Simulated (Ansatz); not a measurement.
Sn, DFT, PBEsol, all-electron LAPW, scalar-relativistic (Ansatz 0.2.0), run on 1 thread of Intel(R) Xeon(R) 6975P-C (Granite Rapids) on a shared host.

The geometry is COD entry 1540069, unchecked; take it as a test cell. The listed cell was then made from it by scaling, straining or moving an atom.

Command: `ansatz run input.yaml --threads 1 --pin off --max-ram 3072MiB --backend cpu --events-out ev --progress --plain --runs-dir out`

```yaml
crystal:
  lattice:
    - [-1.635814, 1.577501, 2.91565]
    - [1.577501, -1.635814, 2.91565]
    - [1.603999, 1.603999, -2.947465]
  atoms:
    - { symbol: Sn, position: [0.0, 0.0, 0.0] }
kpoints:
  mp_grid: { grid: [15, 15, 18] }
  band_path:
    path:
      - [0.0, 0.0, 0.0]
      - [0.5, 0.5, -0.5]
      - [0.1415579806, 0.8584420194, -0.5]
      - [-0.1415579806, 0.1415579806, 0.5]
      - [0.0, 0.0, 0.5]
      - [0.0, 0.0, 0.0]
      - [-0.5, 0.5, 0.0]
      - [0.0, 0.5, 0.0]
      - [0.0, 0.0, 0.0]
    npoints: 5
scf:
  occupations: { method: fermi_dirac, width: 0.08 }
hamiltonian:
  xc: pbesol
  pseudopotentials: { kind: all_electron, lapw: { basis_error: 0.00025 } }
output:
  forces: true
  stress: true
  eigenvalues: true
```

Problem. How large is the problem that the program sets up?

Solution. 1088 irreducible k-points, 215 plane waves at Γ, 15 bands.

Problem. About how long does it take, and how much memory does it use?

Solution. 51 s of wall time for 8 SCF iterations, with a peak of 1.1 GiB. Times on shared machines scatter by tens of per cent.
